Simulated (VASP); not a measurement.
Mg2Ge, 3 atoms in the cell. The structure is cubic, space group Fm-3m (No. 225). The conventional cell has a = 6.370 Å, b = 6.370 Å, c = 6.370 Å, α = 90.00°, β = 90.00°, γ = 90.00°. Around Ge (site symmetry m-3m) lie 8 Mg at 2.76 Å. Around Mg (site symmetry -43m) lie 4 Ge at 2.76 Å. The cell was built by a generator and needn't be a form met in nature.

| Property | Result |
| --- | --- |
| Program | VASP 6.6.1 |
| Task | electrostatic potential |
| Functional | PBE |
| Potentials or basis | VASP PAW PBE potentials, release 64 (Ge_d, Mg) |
| Cutoff | 520 eV |
| k mesh | 10 × 10 × 10 |
| Occupations | gaussian, width 0.02 eV |
| Spin | no spin polarisation |
| Further INCAR settings | ALGO = Normal; EDIFF = 1e-06 |

Potentials or basis: VASP PAW PBE potentials, release 64 (Ge_d, Mg).

Launch:

```bash
$ cat potpaw_PBE.64/Ge_d/POTCAR potpaw_PBE.64/Mg/POTCAR > POTCAR
$ mpirun -np 1 vasp_std > vasp.out
```

Hardware: 1 thread of Intel(R) Xeon(R) 6975P-C (Granite Rapids), with other jobs on the host.

Task: Estimate the wall time of this run.

Result: Wall time 16 s on 1 thread of Intel(R) Xeon(R) 6975P-C (Granite Rapids) (shared host), peak memory 0.22 GiB. Counts: scf iterations 12, k points 47.
